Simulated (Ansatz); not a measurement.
## CsI (Pm-3m), elastic constants by finite strains: input and output

Method: LDA, PAW on Ansatz 0.2.0's default frozen-core files (fitted under PBE), scalar-relativistic.

The cell comes from a PAW relaxation under the same functional.

Command:

```sh
ansatz run input.yaml --threads 1 --pin off --max-ram 2560MiB --backend cpu --events-out ev --progress --plain --runs-dir out
```

Input:

```yaml
crystal:
  lattice:
    - [4.40169764514, 0.0, 0.0]
    - [0.0, 4.40169764514, 0.0]
    - [0.0, 0.0, 4.40169764514]
  atoms:
    - { symbol: Cs, position: [0.0, 0.0, 0.0] }
    - { symbol: I, position: [0.5, 0.5, 0.5] }
kpoints:
  mp_grid: { grid: [6, 6, 6] }
scf:
  occupations: { method: fixed }
hamiltonian:
  xc: lda
  pseudopotentials: { kind: paw }
elastic:
  mode: relaxed_ion
  stencil: two_point
  amplitude: 0.005
```

The program printed:

```
Warning: RAYON_NUM_THREADS=1 ignored (pool sized by the plan → 1); use --threads N
Engine: ansatz 0.2.0, aarch64-unknown-linux-gnu
Pseudopotentials: kind: paw
Pseudopotential: Cs, paw, valence charge 9, recommended cutoff 420 eV (normal), Cs.paw.azcp
Pseudopotential: I, paw, valence charge 17, recommended cutoff 420 eV (normal), I.paw.azcp
Functional definition: SPW92
  exchange = slater_x
  correlation = pw_c
Crystal: 2 atoms, lattice volume = 85.283 Å³
Basis set: ecut = 420 eV, 1743 PW (Γ)
Bands: 17, of which v1, the nominal top of the filled ones, is band 13 counted from 1 (12 counted from 0)
Symmetry: 48 space group operations
Space group: Pm-3m (ITA 221), of the structure as read, at distance tolerance 4.4e-5 Å
k-points: 20 of 216
Non-local potential: Cs, projectors of the file, l = 0: 3, l = 1: 2, l = 2: 2, l = 3: 2
Non-local potential: I, projectors of the file, l = 0: 2, l = 1: 2, l = 2: 2, l = 3: 2
PAW form: soft (Blöchl's): semilocal exchange-correlation on the pseudo side does not see the compensation charge
PAW frozen core: Cs, regenerated for the run's functional, and the local potential with it (the file was generated under x = pbe(κ = 0.804, μ = 0.2195149727645171), c = pbe(β = 0.06672455060314922))
PAW frozen core: I, regenerated for the run's functional, and the local potential with it (the file was generated under x = pbe(κ = 0.804, μ = 0.2195149727645171), c = pbe(β = 0.06672455060314922))
PAW one-centre angular grid: Cs, 194 points (default); XC on 64 Gauss nodes
PAW one-centre angular grid: I, 590 points (default); XC on 64 Gauss nodes
Initial density: superposition of atomic densities (neutral atoms: chi_scale 0, normalization atom), corrected by the library's trained network
Initial wavefunctions: pseudopotential atomic-orbital guess
Functional: x = slater, c = lda
SCF iter   1: F=—  HF=-12863.905491 eV  |F-HF|=—  |Δ(HF+E_count)|=         —  Δρ=3.75e-3  dr2=5.97e-3  ethr=1.77e-3  ⟨swp⟩=5.4  Hψ=1599  notcnv=0  defer=36
preconditioner: auto → Resta (q_TF=auto, 2.238 Å⁻¹)  ε∞=2.9  [insulator: Δε(μ)=3.777 eV  Ē_g=10.866 eV  n_scr=18 (ndim 8)  ℏωp=15.0 eV  f_vac=0.001  ε∞_Penn≈2.9]
SCF iter   2: F=—  HF=-12863.904406 eV  |F-HF|=—  |Δ(HF+E_count)|=   1.08e-3  Δρ=2.04e-3  dr2=1.97e-3  ethr=2.30e-5  ⟨swp⟩=2.4  Hψ=670  notcnv=0  defer=37
SCF iter   3: F=—  HF=-12863.904411 eV  |F-HF|=—  |Δ(HF+E_count)|=   5.13e-6  Δρ=2.14e-4  dr2=4.03e-5  ethr=7.57e-6  ⟨swp⟩=3.0  Hψ=610  notcnv=0  defer=38
SCF iter   4: F=—  HF=-12863.904415 eV  |F-HF|=—  |Δ(HF+E_count)|=   3.52e-6  Δρ=1.00e-4  dr2=1.52e-5  ethr=1.55e-7  ⟨swp⟩=2.0  Hψ=602  notcnv=0  defer=36
SCF iter   5: F=—  HF=-12863.904408 eV  |F-HF|=—  |Δ(HF+E_count)|=   6.58e-6  Δρ=2.36e-5  dr2=7.22e-7  ethr=5.86e-8  ⟨swp⟩=2.0  Hψ=600  notcnv=0  defer=34
SCF iter   6: F=—  HF=-12863.904408 eV  |F-HF|=—  |Δ(HF+E_count)|=   4.34e-7  Δρ=8.07e-6  dr2=9.46e-8  ethr=2.78e-9  ⟨swp⟩=2.4  Hψ=612  notcnv=0  defer=32
SCF iter   7: F=—  HF=-12863.904408 eV  |F-HF|=—  |Δ(HF+E_count)|=   4.39e-8  Δρ=2.02e-6  dr2=4.49e-9  ethr=3.64e-10  ⟨swp⟩=2.0  Hψ=600  notcnv=0  defer=32
[... 45 lines left out ...]
SCF iter   7: F=-12863.904339 eV  HF=-12863.904339 eV  |F-HF|=1.82e-12  |Δ(HF+E_count)|=    0.00e0  Δρ=5.86e-9  dr2=2.33e-14  ethr=1.00e-12  ⟨swp⟩=4.9  Hψ=2981  notcnv=0
SCF 4 converged in 7 iterations: F = -12863.904339 eV  dr2 = 2.33e-14
iter 1 solved again at ethr=1.14e-9 eV; its pass at ethr=3.10e-3 eV (dr2=2.96e-7 eV) is discarded
SCF iter   1: F=—  HF=-12863.904317 eV  |F-HF|=—  |Δ(HF+E_count)|=         —  Δρ=1.30e-4  dr2=2.96e-7  ethr=1.14e-9  ⟨swp⟩=2.1  Hψ=4212  notcnv=0  defer=59
SCF iter   2: F=—  HF=-12863.904333 eV  |F-HF|=—  |Δ(HF+E_count)|=   1.58e-5  Δρ=6.53e-5  dr2=7.51e-8  ethr=1.14e-9  ⟨swp⟩=1.0  Hψ=884  notcnv=0  defer=59
SCF iter   3: F=—  HF=-12863.904339 eV  |F-HF|=—  |Δ(HF+E_count)|=   5.36e-6  Δρ=6.65e-8  dr2=5.16e-12  ethr=2.89e-10  ⟨swp⟩=1.0  Hψ=884  notcnv=0  defer=59
SCF iter   4: F=—  HF=-12863.904339 eV  |F-HF|=—  |Δ(HF+E_count)|=  7.28e-12  Δρ=3.17e-8  dr2=1.11e-12  ethr=1.00e-12  ⟨swp⟩=6.2  Hψ=3944  notcnv=0
SCF iter   5: F=—  HF=-12863.904339 eV  |F-HF|=—  |Δ(HF+E_count)|=  3.64e-12  Δρ=1.01e-8  dr2=1.53e-13  ethr=4.27e-15 (applied; sched 1.00e-12)  ⟨swp⟩=2.0  Hψ=1510  notcnv=0  defer=59
SCF iter   6: F=-12863.904339 eV  HF=-12863.904339 eV  |F-HF|=1.82e-12  |Δ(HF+E_count)|=  3.64e-12  Δρ=3.60e-9  dr2=1.05e-14  ethr=1.00e-12  ⟨swp⟩=4.7  Hψ=2907  notcnv=0
SCF 5 converged in 6 iterations: F = -12863.904339 eV  dr2 = 1.05e-14
SCF converged after 10 iterations
Free energy (F): -12863.904408 eV
Harris-Foulkes:  -12863.904408 eV  (|F-HF|=1.82e-12)
Internal energy: -12863.904408 eV  (E = F + TS)
E sigma→0 (E₀):  -12863.904408 eV
Fermi energy:    4.770801 eV
--- Per-component energies (eV) ---
  E_band       = -414.681620
  E_kinetic    = 333.834987
  E_local      = -2330.622163  (includes V_loc(G=0)·N_el)
  E_nonlocal   = -52.571247
  E_hartree    = 1167.818977
  E_xc         = -301.352863
  E_vxc        = -256.925163  (∫ρ·V_xc dr)
  E_paw        = -9563.527635  (= ΣΔE_a)
  E_vpaw       = -444.036047  (= ΣTr[D̂ρ^β])
  E_aug_tail   = 0.000061  (compensation charges beyond the density's cutoff)
  E_ewald      = -2118.536297
  E_core_change = 1.051771  (= ΣΔE_core)
  E_smearing   = -0.000000  (= −TS)
  E_closure    = 0.000000  (closes the sum)
  Σ components = -12863.904408   (vs F -12863.904408, Δ=0.00e0)
--- Forces (eV/Å), atoms counted from 1 ---
  atom   1  Cs    -0.00000000     0.00000000    -0.00000000
  atom   2  I     -0.00000000    -0.00000000     0.00000000
  max |Σ_I F_I| component: 7.43e-30 eV/Å
--- Stress (GPa, compression-positive) ---
       -0.004053       0.000000       0.000000
       -0.000000      -0.004053       0.000000
        0.000000       0.000000      -0.004053
  P = ⅓ Tr σ = -0.0041 GPa (-0.041 kbar)
--- Elastic constants: 2 strain directions × 2 members + reference (group order 48) ---
  dense FFT box of the reference and of every strained cell: 30×30×30
  strains applied: 11, 23; error gains: componentwise 1.00 (the most a stress slope's error grows in a printed constant), spectral 1.73 (1 for all six strains in a standard setting)
  C = ∂σ_k/∂η_j (tension-positive GPa; Voigt order 11 22 33 23 13 12):
        29.679     10.588     10.588     -0.000     -0.000     -0.000
        10.588     29.679     10.588     -0.000     -0.000     -0.000
        10.588     10.588     29.679     -0.000     -0.000     -0.000
        -0.000     -0.000     -0.000     10.453      0.000      0.000
         0.000      0.000     -0.000      0.000     10.453      0.000
         0.000     -0.000      0.000      0.000      0.000     10.453
  reference stress σ⁰ (GPa):      0.004      0.004      0.004     -0.000     -0.000      0.000
  C* (energy form; C + prestress term) asymmetry max|C*_kj − C*_jk| = 1.776e-15 GPa — a small one proves nothing (zero by symmetry where the batch's group is 432, −43m or m−3m); a large one is finite-difference/SCF noise where ...
  moduli (Voigt/Reuss/Hill, GPa): K = 16.95/16.95/16.95   G = 10.09/10.07/10.08   E = 25.24   ν = 0.252
  mechanically stable: yes (min eigenvalue of sym C = 10.45 GPa)
  strain η (Voigt 11):  stress-route row diagonal C_11 = 29.68 GPa, energy-path curvature d²(F+E_count+ΔE)/dδ²/Ω₀ = 29.68 GPa
         δ    σ_11 (GPa)             F (eV)   n_scf  n_hpsi   n_pw
    -5.000e-3      -0.1461      -12863.9042168       8   13213   1703   relax 0 steps, max|allowed force component| 0.00e0 eV/Å
     5.000e-3       0.1506      -12863.9042018       7   11220   1743   relax 0 steps, max|allowed force component| 6.31e-30 eV/Å
  strain η (Voigt 23):  stress-route row diagonal C_44 = 10.45 GPa, energy-path curvature d²(F+E_count+ΔE)/dδ²/Ω₀ = 10.45 GPa
         δ    σ_23 (GPa)             F (eV)   n_scf  n_hpsi   n_pw
    -5.000e-3      -0.0523      -12863.9043385       7   15656   1723   relax 0 steps, max|allowed force component| 1.22e-29 eV/Å
     5.000e-3       0.0523      -12863.9043385       6   15299   1723   relax 0 steps, max|allowed force component| 2.52e-29 eV/Å
```

Self-consistency was reached.

### Elastic constants

Elastic constants of a crystal by Kohn-Sham DFT: slopes of the stress over finite engineering strains of the given cell, Voigt indices, Cartesian axes as in the input.

```
Pressure at rest         : -0.004 GPa
Least elastic eigenvalue : 10.45 GPa
Elastically stable       : yes
```

| index | elastic (GPa) |
| --- | --- |
| 11 | 29.68 |
| 12 | 10.59 |
| 44 | 10.45 |

### Elastic moduli

Hill averages of a grain aggregate, Debye temperature from the mean sound speed over directions.

```
Bulk modulus                     : 16.95 GPa
Shear modulus                    : 10.08 GPa
Young modulus                    : 25.24 GPa
Poisson ratio                    : 0.2519
Bulk over shear modulus          : 1.682
Elastic anisotropy index         : 0.0099
Least young modulus              : 24.11 GPa
Largest young modulus            : 26.01 GPa
Longitudinal sound speed         : 2451 m/s
Transverse sound speed           : 1412 m/s
Elastic debye temperature        : 133.6 K
Linear compressibility (x, y, z) : 19.66, 19.66, 19.66 1/TPa
Zener ratio                      : 1.095
Cauchy pressure                  : 0.14 GPa
```

### Strained cells

Stress of each strained cell less that at rest, tension positive.

```
strain component  strain  stress xx (GPa)  stress yy (GPa)  stress zz (GPa)  stress yz (GPa)  stress xz (GPa)  stress xy (GPa)  relaxation steps
              xx  -0.005          -0.1502           -0.054           -0.054                0                0                0                 0
              xx   0.005           0.1465           0.0519           0.0519                0                0                0                 0
              yz  -0.005           -0.001          -0.0008          -0.0008          -0.0523                0                0                 0
              yz   0.005           -0.001          -0.0008          -0.0008           0.0523                0                0                 0
```

Keep in mind: frozen-core PAW files fitted under PBE, their cores solved anew for the functional of the run.

It took 17 s on 1 thread of Arm Neoverse V1, with other jobs on the host, peak memory 0.37 GiB.
